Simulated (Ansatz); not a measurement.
# BeS (F-43m) in Ansatz: a series of runs

The runs below take BeS through band structure, with HSE03, HSEsol, PBE0, PBEsol0, B3LYP.

Everything below comes from runs of Ansatz 0.2.0. Logs are shortened: lines on timing, memory, paths and dates and some standing lists are left out, and cuts for length are marked.

## 1. The structure

It takes space group F-43m (No. 216, cubic). Conventional cell: a = 4.850 Å, b = 4.850 Å, c = 4.850 Å, α = 90.00°, β = 90.00°, γ = 90.00°. S (site symmetry -43m) has 4 Be at 2.10 Å as nearest neighbours. Around Be (site symmetry -43m) lie 4 S at 2.10 Å.

## 2. Band structure, HSE03

File input.yaml:

```yaml
crystal:
  lattice:
    - [0.0, 2.425, 2.425]
    - [2.425, 0.0, 2.425]
    - [2.425, 2.425, 0.0]
  atoms:
    - { symbol: S, position: [0.75, 0.75, 0.75] }
    - { symbol: Be, position: [0.0, 0.0, 0.0] }
hamiltonian:
  xc: { exchange: pbe, correlation: pbe, exx: { coeff: 0.25, omega: 0.3 } }
  pseudopotentials: { kind: paw }
kpoints:
  mp_grid: { grid: [5, 5, 5] }
  band_path:
    path:
      - [[0.0, 0.0, 0.0], [0.5, 0.0, 0.5], [0.5, 0.25, 0.75], [0.375, 0.375, 0.75], [0.0, 0.0, 0.0], [0.5, 0.5, 0.5], [0.625, 0.25, 0.625], [0.5, 0.25, 0.75], [0.5, 0.5, 0.5], [0.375, 0.375, 0.75]]
      - [[0.625, 0.25, 0.625], [0.5, 0.0, 0.5]]
    npoints: 4
scf:
  occupations: { method: fermi_dirac, width: 0.05 }
  n_extra_bands: 6
output:
  forces: true
  stress: true
  eigenvalues: true
  fatbands: false
```

Potentials or basis: Ansatz PAW.

Launch:

```
$ ansatz run input.yaml --threads 2 --pin off --max-ram 5632MiB --backend cpu --events-out ev --progress --plain --runs-dir out
```

Standard output:

```text
Warning: output.stress: scf.convergence.dr2_threshold = 1e-7 eV (the SCF's general default) is looser than the 2e-10 eV advised for a printed stress (1e-10 eV for each atom of the cell: 2). What an SCF threshold leaves in a stress goes as its square root, and in the free energy as the threshold itself, and one threshold admits the most on a small cell: of the crystals measured, under no hybrid functional and no lock of the moments, on runs that ended without the residual-converged pass, on stresses that held no estimate of that error, the worst erred by over 100 MPa in a component at 1e-7 eV an atom and by under 5 at 1e-10. Set scf.convergence.dr2_threshold to 2e-10 eV or tighter. The threshold is an SCF's pass mark: one that does not reach it within its budget of iterations ends unconverged, or closes short of it on a stop that the run arms, and scf.convergence.dr2_threshold's page says what that costs each kind of run
Warning: output.stress: scf.exx.energy_threshold = 1e-6 eV is looser than the 2e-8 eV advised for a stress under a hybrid functional (1e-8 eV for each atom of the cell: 2). Every SCF of the exchange loop can meet its threshold on dr2 while the loop round them stops early: no threshold on dr2 bounds what that leaves in the stress. Set scf.exx.energy_threshold to 2e-8 eV or tighter. The threshold is the loop's pass mark: a loop that does not reach it within its budget of cycles ends unconverged, and scf.exx.energy_threshold's page has the law
Warning: RAYON_NUM_THREADS=2 ignored (pool sized by the plan → 2); use --threads N
scf.n_extra_bands = 6 over 4 filled bands (N_el = 8.0): the run solves 10 bands
Engine: ansatz 0.2.0, x86_64-unknown-linux-gnu
Pseudopotentials: kind: paw
Pseudopotential: S, paw, valence charge 6, recommended cutoff 420 eV (normal), S.paw.azcp
Pseudopotential: Be, paw, valence charge 2, recommended cutoff 420 eV (normal), Be.paw.azcp
Functional definition: unnamed
  parameter a_1 = 0.25
  parameter omega_1 = 0.3/angstrom
  exchange = pbe_x + (-a_1)*pbe_x_sr(omega_1) + a_1*exact_x_sr(omega_1)
  correlation = pbe_c
Crystal: 2 atoms, lattice volume = 28.521 Å³
Basis set: ecut = 420 eV, 537 PW (Γ), exchange–correlation on 48×48×48 points (8 copies of the dense FFT grid, shifted against one another)
Bands: 10, of which v1, the nominal top of the filled ones, is band 4 counted from 1 (3 counted from 0)
Symmetry: 24 space group operations
Space group: F-43m (ITA 216), of the structure as read, at distance tolerance 3.1e-5 Å
k-points: 10 of 125 (time reversal used)
Non-local potential: S, projectors of the file, l = 0: 2, l = 1: 2, l = 2: 2
Non-local potential: Be, projectors of the file, l = 0: 2, l = 1: 2, l = 2: 1
PAW form: soft (Blöchl's): semilocal exchange-correlation on the pseudo side does not see the compensation charge
PAW frozen core: S, regenerated for the run's functional, and the local potential with it (the file was generated under x = pbe(κ = 0.804, μ = 0.2195149727645171), c = pbe(β = 0.06672455060314922))
PAW frozen core: Be, regenerated for the run's functional, and the local potential with it (the file was generated under x = pbe(κ = 0.804, μ = 0.2195149727645171), c = pbe(β = 0.06672455060314922))
PAW one-centre angular grid: S, 110 points (default); XC on 64 Gauss nodes
PAW one-centre angular grid: Be, 110 points (default); XC on 64 Gauss nodes
Initial density: superposition of atomic densities (neutral atoms: chi_scale 0, normalization atom), corrected by the library's trained network
Initial wavefunctions: pseudopotential atomic-orbital guess
Functional: x = pbe(κ = 0.804, μ = 0.2195149727645171), c = pbe(β = 0.06672455060314922), warm-up for x = pbe(κ = 0.804, μ = 0.2195149727645171) + 0.25 (exact − pbe) at short range (hse, ω = 0.3 Å⁻¹), c = pbe(β = 0.06672455060314922)
SCF iter   1: F=—  HF=-996.948012 eV  |F-HF|=—  |Δ(HF+E_count)|=         —  Δρ=7.83e-4  dr2=1.39e-4  ethr=1.77e-3  ⟨swp⟩=2.0  Hψ=719  notcnv=0
preconditioner: auto → none  [insulator: Δε(μ)=3.390 eV  Ē_g=14.669 eV  σ=0.050 eV  W_gap=1.00  n_scr=0 (ndim 8)  ℏωp=19.7 eV  f_vac=0.000  D(μ)=0.00/eV (n_scr^D=0)]
SCF iter   2: F=-996.947632 eV  HF=-996.947574 eV  |F-HF|=5.82e-5  |Δ(HF+E_count)|=   4.38e-4  Δρ=3.33e-4  dr2=1.94e-5  ethr=1.74e-6  ⟨swp⟩=2.4  Hψ=149  notcnv=0  defer=3
SCF 1 stopped early in 2 iterations: F = -996.947632 eV  dr2 = 1.94e-5
Initial density: handed on by an earlier stage of this run
Initial wavefunctions: those handed on with the density
Functional: x = pbe(κ = 0.804, μ = 0.2195149727645171) + 0.25 (exact − pbe) at short range (hse, ω = 0.3 Å⁻¹), c = pbe(β = 0.06672455060314922)
Exchange kernel: α = 0.2500, screened, ω = 0.3000 Å⁻¹, Wigner–Seitz truncation, v(0) = 502.5521 eV·Å³, q-mesh 5×5×5, nearest image of the exchange supercell L = 17.15 Å, pair-density grid 15×15×15, without the augmentation charges, whose exchange is taken in its separable form by FFT convolution over the k-point mesh (sized by the pseudopotential files, 20×20×20 at the most), smooth part of the exact exchange by density-matrix convolution
Frozen-core exchange: fock
SCF iter   1: F=—  HF=-997.722222 eV  |F-HF|=—  |Δ(HF+E_count)|=         —  Δρ=3.40e-3  dr2=2.51e-3  ethr=2.43e-6  ⟨swp⟩=7.5  Hψ=494  notcnv=0
preconditioner: auto → none  [insulator: Δε(μ)=4.151 eV  Ē_g=16.238 eV  σ=0.050 eV  W_gap=1.00  n_scr=0 (ndim 8)  ℏωp=19.7 eV  f_vac=0.000  D(μ)=0.00/eV (n_scr^D=0)]
SCF iter   2: F=—  HF=-997.721382 eV  |F-HF|=—  |Δ(HF+E_count)|=   8.40e-4  Δρ=1.56e-3  dr2=4.61e-4  ethr=2.43e-6  ⟨swp⟩=3.0  Hψ=180  notcnv=0
SCF iter   3: F=—  HF=-997.722309 eV  |F-HF|=—  |Δ(HF+E_count)|=   9.27e-4  Δρ=4.15e-4  dr2=4.07e-5  ethr=2.43e-6  ⟨swp⟩=2.8  Hψ=167  notcnv=0
iter 4 solved again at ethr=6.18e-9 eV; its pass at ethr=4.77e-7 eV (dr2=4.94e-7 eV) is discarded
SCF iter   4: F=—  HF=-997.722298 eV  |F-HF|=—  |Δ(HF+E_count)|=   1.11e-5  Δρ=5.26e-5  dr2=1.37e-6  ethr=6.18e-9  ⟨swp⟩=3.5  Hψ=397  notcnv=0  defer=1
SCF iter   5: F=-997.722305 eV  HF=-997.722304 eV  |F-HF|=3.76e-7  |Δ(HF+E_count)|=   6.57e-6  Δρ=4.27e-5  dr2=4.16e-7  ethr=6.18e-9  ⟨swp⟩=3.2  Hψ=187  notcnv=0
SCF 2 stopped early in 5 iterations: F = -997.722305 eV  dr2 = 4.16e-7
hybrid outer 1: dexx = +1.162e-3 eV, tail = 1.85e-6 eV
Exchange kernel: α = 0.2500, screened, ω = 0.3000 Å⁻¹, Wigner–Seitz truncation, v(0) = 502.5521 eV·Å³, q-mesh 5×5×5, nearest image of the exchange supercell L = 17.15 Å, pair-density grid 15×15×15, without the augmentation charges, whose exchange is taken in its separable form by FFT convolution over the k-point mesh (sized by the pseudopotential files, 20×20×20 at the most), smooth part of the exact exchange by density-matrix convolution
Frozen-core exchange: fock
SCF iter   1: F=—  HF=-997.722299 eV  |F-HF|=—  |Δ(HF+E_count)|=         —  Δρ=2.36e-5  dr2=1.35e-7  ethr=1.16e-7  ⟨swp⟩=4.5  Hψ=277  notcnv=0
preconditioner: auto → none  [insulator: Δε(μ)=4.172 eV  Ē_g=16.239 eV  σ=0.050 eV  W_gap=1.00  n_scr=0 (ndim 8)  ℏωp=19.7 eV  f_vac=0.000  D(μ)=0.00/eV (n_scr^D=0)]
SCF iter   2: F=-997.722299 eV  HF=-997.722299 eV  |F-HF|=1.72e-9  |Δ(HF+E_count)|=   4.27e-8  Δρ=8.71e-6  dr2=8.78e-9  ethr=1.43e-9  ⟨swp⟩=2.2  Hψ=143  notcnv=0
SCF 3 converged in 2 iterations: F = -997.722299 eV  dr2 = 8.78e-9
  Residual-converged pass: ⟨swp⟩=3.0  Hψ=180  notcnv=0  max |occ|·‖R‖ = 2.4e-6 eV (tolerance 2.4e-6 eV)  dr2=8.44e-9  dr2_onsite=4.21e-11  max |Δocc| = 0.0e0
hybrid outer 2: dexx = +1.498e-8 eV, tail = 1.79e-8 eV, Δε = 8.30e-4 eV (about 1.07e-4 eV left of the loop's levels)
NSCF: frozen V_eff on 42 k-points
hybrid SCF converged: 2 outer / 7 inner (+2 warm-up), last move |dexx| = 1.50e-8 eV, tail = 1.79e-8 eV
Stability not checked: this state was not tested for a lower state beside it, because the functional holds exact exchange (a hybrid, or Hartree-Fock), whose exchange loop this test does not read (fock_operator; see scf.lower_state_search)
Free energy (F): -997.722299 eV
Frozen-core exchange: fock
Harris-Foulkes:  -997.722299 eV  (|F-HF|=1.72e-9)
Internal energy: -997.722299 eV  (E = F + TS)
E sigma→0 (E₀):  -997.722299 eV
Fermi energy:    6.883330 eV
--- Per-component energies (eV) ---
  E_band       = -6.301262
  E_kinetic    = 128.162116
  E_local      = -115.302824  (includes V_loc(G=0)·N_el)
  E_nonlocal   = 32.550369
  E_hartree    = 35.718850
  E_xc         = -96.363069
  E_vxc        = -89.249809  (∫ρ·V_xc dr)
  E_exx        = -12.945758  (= α·E_x^exact, valence–valence)
  E_paw        = -668.620452  (= ΣΔE_a)
  E_vpaw       = -8.007391  (= ΣTr[D̂ρ^β])
  E_aug_tail   = 0.000001  (compensation charges beyond the density's cutoff)
  E_ewald      = -300.820390
  E_core_change = -0.101140  (= ΣΔE_core)
  E_smearing   = -0.000000  (= −TS)
  E_closure    = -0.000002  (closes the sum)
  Σ components = -997.722299   (vs F -997.722299, Δ=-1.14e-13)
--- Forces (eV/Å), atoms counted from 1 ---
  atom   1  S     -0.00000000     0.00000000    -0.00000000
  atom   2  Be    -0.00000000     0.00000000    -0.00000000
  max |Σ_I F_I| component: 3.85e-16 eV/Å
--- Stress (GPa, compression-positive) ---
        0.428213      -0.000000       0.000000
        0.000000       0.428213       0.000000
        0.000000       0.000000       0.428213
  P = ⅓ Tr σ = 0.4282 GPa (4.282 kbar)
--- Band table (eV; the first three rows and the last of 10) ---
  k-point 0: bands = ["-10.1796", "4.8148", "4.8148", "4.8148", "11.4557", "11.4557", "11.4557", "11.6690", "18.7054", "18.7054"]
  k-point 1: bands = ["-9.6960", "2.1874", "4.3552", "4.3552", "11.3266", "12.2151", "12.2151", "14.3579", "17.6629", "17.6629"]
  k-point 2: bands = ["-8.6476", "-0.9397", "3.7877", "3.7877", "11.2217", "12.4150", "12.4150", "16.9013", "19.6241", "19.6241"]
  k-point 9: bands = ["-7.9592", "-0.1357", "1.0191", "2.0463", "11.7330", "12.9754", "14.0431", "17.2849", "18.1672", "20.8227"]
```

It took 64 s on 2 threads of Intel Xeon Platinum 8259CL at 2.50GHz (Skylake/Cascade Lake), shared host; peak memory 0.59 GiB.

Results:

```
Free energy             : -997.7223 eV
Pressure                : 0.4 GPa
Band gap along the path : 3.86 eV, indirect (least direct gap 6.64 eV)
```

Levels at the corners of the path, in eV from the valence-band top:
```csv
point,band 1,band 2,band 3,band 4,band 5,band 6,band 7,band 8,band 9
Γ,-14.99,0.00,0.00,0.00,6.64,6.64,6.64,6.85,13.89
X,-12.62,-5.47,-2.84,-2.84,3.86,5.74,14.22,14.22,16.99
W,-12.56,-4.65,-4.15,-3.56,7.34,9.07,9.57,10.00,15.66
K,-12.64,-4.96,-4.39,-2.35,5.17,8.48,11.82,12.65,13.22
Γ,-14.99,0.00,0.00,0.00,6.64,6.64,6.64,6.85,13.89
L,-13.22,-6.28,-1.11,-1.11,6.39,7.54,7.54,12.32,16.14
U,-12.64,-4.96,-4.39,-2.35,5.17,8.48,11.82,12.65,13.22
W,-12.56,-4.65,-4.15,-3.56,7.34,9.07,9.57,10.00,15.66
L,-13.22,-6.28,-1.11,-1.11,6.39,7.54,7.54,12.32,16.14
K,-12.64,-4.96,-4.39,-2.35,5.17,8.48,11.82,12.65,13.22
U,-12.64,-4.96,-4.39,-2.35,5.17,8.48,11.82,12.65,13.22
X,-12.62,-5.47,-2.84,-2.84,3.86,5.74,14.22,14.22,16.99
```

Caveat: the k mesh is coarse (spacing up to 0.45 Å⁻¹), so the values aren't converged, least of all with exact exchange; the PAW data sets come from PBE, with cores solved anew for the run's functional, which leaves a small shift of forces and pressure; the thresholds are loose for stress.

## 3. Band structure, HSEsol

input.yaml, as its differences from that of step 2:

```diff
@@ -9,3 +9,6 @@
 hamiltonian:
-  xc: { exchange: pbe, correlation: pbe, exx: { coeff: 0.25, omega: 0.3 } }
+  xc:
+    exchange: hjs_pbesol
+    correlation: pbesol
+    exx: { coeff: 0.25, omega: 0.207 }
   pseudopotentials: { kind: paw }
```

Potentials or basis: Ansatz PAW.

Launch:

```
$ ansatz run input.yaml --threads 2 --pin off --max-ram 5632MiB --backend cpu --events-out ev --progress --plain --runs-dir out
```

It took 64 s on 2 threads of Intel Xeon Platinum 8259CL at 2.50GHz (Skylake/Cascade Lake), shared host; peak memory 0.59 GiB.

Results (log left out):

- Free energy: -984.0634 eV
- Pressure: -1.2 GPa
- Band gap along the path: 3.93 eV, indirect (least direct gap 6.82 eV)

Levels at the corners of the path, in eV from the valence-band top:
| point | band 2 | band 3 | band 4 | band 5 | band 6 | band 7 |
| --- | --- | --- | --- | --- | --- | --- |
| Γ | 0.00 | 0.00 | 0.00 | 6.82 | 6.82 | 6.82 |
| X | -5.57 | -2.90 | -2.90 | 3.93 | 5.88 | 14.46 |
| W | -4.72 | -4.25 | -3.64 | 7.46 | 9.21 | 9.74 |
| K | -5.05 | -4.49 | -2.40 | 5.27 | 8.64 | 12.04 |
| Γ | 0.00 | 0.00 | 0.00 | 6.82 | 6.82 | 6.82 |
| L | -6.40 | -1.13 | -1.13 | 6.53 | 7.71 | 7.71 |
| U | -5.05 | -4.49 | -2.40 | 5.27 | 8.64 | 12.04 |
| W | -4.72 | -4.25 | -3.64 | 7.46 | 9.21 | 9.74 |
| L | -6.40 | -1.13 | -1.13 | 6.53 | 7.71 | 7.71 |
| K | -5.05 | -4.49 | -2.40 | 5.27 | 8.64 | 12.04 |
| U | -5.05 | -4.49 | -2.40 | 5.27 | 8.64 | 12.04 |
| X | -5.57 | -2.90 | -2.90 | 3.93 | 5.88 | 14.46 |

Caveat: the k mesh is coarse (spacing up to 0.45 Å⁻¹), so the values aren't converged, least of all with exact exchange; the PAW data sets come from PBE, with cores solved anew for the run's functional, which leaves a small shift of forces and pressure; the thresholds are loose for stress.

## 4. Band structure, PBE0

File input:

```
crystal:
  lattice:
    - [0.0, 2.425, 2.425]
    - [2.425, 0.0, 2.425]
    - [2.425, 2.425, 0.0]
  atoms:
    - { symbol: S, position: [0.75, 0.75, 0.75] }
    - { symbol: Be, position: [0.0, 0.0, 0.0] }
hamiltonian:
  xc: pbe0
  pseudopotentials: { kind: paw }
kpoints:
  mp_grid: { grid: [5, 5, 5] }
  band_path:
    path:
      - [[0.0, 0.0, 0.0], [0.5, 0.0, 0.5], [0.5, 0.25, 0.75], [0.375, 0.375, 0.75], [0.0, 0.0, 0.0], [0.5, 0.5, 0.5], [0.625, 0.25, 0.625], [0.5, 0.25, 0.75], [0.5, 0.5, 0.5], [0.375, 0.375, 0.75]]
      - [[0.625, 0.25, 0.625], [0.5, 0.0, 0.5]]
    npoints: 4
scf:
  occupations: { method: fermi_dirac, width: 0.05 }
  n_extra_bands: 6
output:
  forces: true
  stress: true
  eigenvalues: true
  fatbands: false
```

Potentials or basis: Ansatz PAW.

Standard output:

```text
Warning: output.stress: scf.convergence.dr2_threshold = 1e-7 eV (the SCF's general default) is looser than the 2e-10 eV advised for a printed stress (1e-10 eV for each atom of the cell: 2). What an SCF threshold leaves in a stress goes as its square root, and in the free energy as the threshold itself, and one threshold admits the most on a small cell: of the crystals measured, under no hybrid functional and no lock of the moments, on runs that ended without the residual-converged pass, on stresses that held no estimate of that error, the worst erred by over 100 MPa in a component at 1e-7 eV an atom and by under 5 at 1e-10. Set scf.convergence.dr2_threshold to 2e-10 eV or tighter. The threshold is an SCF's pass mark: one that does not reach it within its budget of iterations ends unconverged, or closes short of it on a stop that the run arms, and scf.convergence.dr2_threshold's page says what that costs each kind of run
Warning: output.stress: scf.exx.energy_threshold = 1e-6 eV is looser than the 2e-8 eV advised for a stress under a hybrid functional (1e-8 eV for each atom of the cell: 2). Every SCF of the exchange loop can meet its threshold on dr2 while the loop round them stops early: no threshold on dr2 bounds what that leaves in the stress. Set scf.exx.energy_threshold to 2e-8 eV or tighter. The threshold is the loop's pass mark: a loop that does not reach it within its budget of cycles ends unconverged, and scf.exx.energy_threshold's page has the law
scf.n_extra_bands = 6 over 4 filled bands (N_el = 8.0): the run solves 10 bands
GPUs: using 1 of 1 available (devices: 1).
[... 4 set-up lines as earlier in the session ...]
Functional definition: PBE0
  parameter a = 0.25
  parameter kappa = 0.804
  parameter beta = 0.06672455060314922
  exchange = (1 - a)*pbe_x(kappa = kappa, mu = beta*pi^2/3) + a*exact_x
  correlation = pbe_c(beta = beta)
device memory: the entry about to start is reckoned to put 0.5 GiB on a device that reports 44.4 GiB free (of which the cap on the GPU budget leaves the run 18.0 GiB)
GPU FFT provider: cuFFT
GPU libraries: cuBLAS 13.8.2, cuFFT 12.4.0, cuSOLVER 12.3.4
Crystal: 2 atoms, lattice volume = 28.521 Å³
Basis set: ecut = 420 eV, 537 PW (Γ), exchange–correlation on 48×48×48 points (8 copies of the dense FFT grid, shifted against one another)
Bands: 10, of which v1, the nominal top of the filled ones, is band 4 counted from 1 (3 counted from 0)
[... 62 lines left out ...]
--- Per-component energies (eV) ---
  E_band       = -10.927278
  E_kinetic    = 128.196425
  E_local      = -115.300971  (includes V_loc(G=0)·N_el)
  E_nonlocal   = 32.498962
  E_hartree    = 35.732156
  E_xc         = -90.589275
  E_vxc        = -84.524248  (∫ρ·V_xc dr)
  E_exx        = -17.564999  (= α·E_x^exact, valence–valence)
  E_paw        = -670.060995  (= ΣΔE_a)
  E_vpaw       = -8.131739  (= ΣTr[D̂ρ^β])
  E_aug_tail   = 0.000001  (compensation charges beyond the density's cutoff)
  E_ewald      = -300.820390
  E_core_change = -0.096121  (= ΣΔE_core)
  E_smearing   = -0.000000  (= −TS)
  E_closure    = -0.000001  (closes the sum)
  Σ components = -998.005209   (vs F -998.005209, Δ=0.00e0)
--- Forces (eV/Å), atoms counted from 1 ---
  atom   1  S     -0.00000000     0.00000000    -0.00000000
  atom   2  Be    -0.00000000     0.00000000    -0.00000000
  max |Σ_I F_I| component: 3.72e-16 eV/Å
--- Stress (GPa, compression-positive) ---
        0.285855       0.000000      -0.000000
       -0.000000       0.285855       0.000000
       -0.000000       0.000000       0.285855
  P = ⅓ Tr σ = 0.2859 GPa (2.859 kbar)
--- Band table (eV; the first three rows and the last of 10) ---
  k-point 0: bands = ["-10.8192", "4.3223", "4.3223", "4.3223", "11.9344", "11.9344", "11.9344", "12.1111", "19.2422", "19.2422"]
  k-point 1: bands = ["-10.3333", "1.6300", "3.8535", "3.8535", "11.7901", "12.7073", "12.7073", "14.8542", "18.1864", "18.1864"]
  k-point 2: bands = ["-9.2774", "-1.5650", "3.2717", "3.2717", "11.6887", "12.9068", "12.9068", "17.3962", "20.1699", "20.1699"]
  k-point 9: bands = ["-8.5833", "-0.7418", "0.4401", "1.4934", "12.2047", "13.4666", "14.5603", "17.8295", "18.7053", "21.3738"]
```

Run time: 80 s. Hardware: 1 × NVIDIA H100 80GB HBM3 with 2 threads of AMD EPYC 7R13 (Zen 3), shared host; peak memory 1.4 GiB.

What came out:

| Property | Result |
| --- | --- |
| Free energy | -998.0052 eV |
| Pressure | 0.3 GPa |
| Band gap along the path | 4.78 eV, indirect (least direct gap 7.61 eV) |

Levels at the corners of the path, in eV from the valence-band top:
| point | band 1 | band 2 | band 3 | band 4 | band 5 | band 6 | band 7 | band 8 | band 9 |
| --- | --- | --- | --- | --- | --- | --- | --- | --- | --- |
| Γ | -15.14 | 0.00 | 0.00 | 0.00 | 7.61 | 7.61 | 7.61 | 7.79 | 14.92 |
| X | -12.76 | -5.59 | -2.90 | -2.90 | 4.78 | 6.70 | 15.27 | 15.27 | 18.02 |
| W | -12.69 | -4.75 | -4.25 | -3.65 | 8.31 | 10.06 | 10.58 | 11.03 | 16.71 |
| K | -12.77 | -5.08 | -4.50 | -2.41 | 6.11 | 9.48 | 12.86 | 13.68 | 14.24 |
| Γ | -15.14 | 0.00 | 0.00 | 0.00 | 7.61 | 7.61 | 7.61 | 7.79 | 14.92 |
| L | -13.36 | -6.42 | -1.13 | -1.13 | 7.35 | 8.52 | 8.52 | 13.30 | 17.19 |
| U | -12.77 | -5.08 | -4.50 | -2.41 | 6.11 | 9.48 | 12.86 | 13.68 | 14.24 |
| W | -12.69 | -4.75 | -4.25 | -3.65 | 8.31 | 10.06 | 10.58 | 11.03 | 16.71 |
| L | -13.36 | -6.42 | -1.13 | -1.13 | 7.35 | 8.52 | 8.52 | 13.30 | 17.19 |
| K | -12.77 | -5.08 | -4.50 | -2.41 | 6.11 | 9.48 | 12.86 | 13.68 | 14.24 |
| U | -12.77 | -5.08 | -4.50 | -2.41 | 6.11 | 9.48 | 12.86 | 13.68 | 14.24 |
| X | -12.76 | -5.59 | -2.90 | -2.90 | 4.78 | 6.70 | 15.27 | 15.27 | 18.02 |

Caveat: the k mesh is coarse (spacing up to 0.45 Å⁻¹), so the values aren't converged, least of all with exact exchange; the PAW data sets come from PBE, with cores solved anew for the run's functional, which leaves a small shift of forces and pressure; the thresholds are loose for stress.

(Part 1 of 2 ends here.)
